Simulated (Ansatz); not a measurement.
Fluorite SrF2, treated with PBEsol+SOC in Ansatz (PAW).

Numerical settings: plane-wave cutoff 520 eV, 10×10×10 k mesh, Fermi–Dirac smearing 0.01 eV, PAW data made under PBE.

The cell has the measured lattice: a = b = c = 5.7996 Å, α = β = γ = 90.00°.

Question: Predict the band gap and smallest direct gap on the k points sampled.

Answer: 
- band gap = 6.79 eV (indirect)
- smallest direct gap on the k points sampled = 6.86 eV

Measured, for comparison: band gap 11.1 eV (temperature not stated, not corrected to a static lattice; as tabulated in Aguado et al. (1999), arXiv:cond-mat/9901145). Computed (rounded) less measured: band gap -4.31 eV.

Note: cell and atoms aren't relaxed at this level (pressure -1.5 GPa).

Computed values are for the static lattice.

Ansatz is a first-principles code.
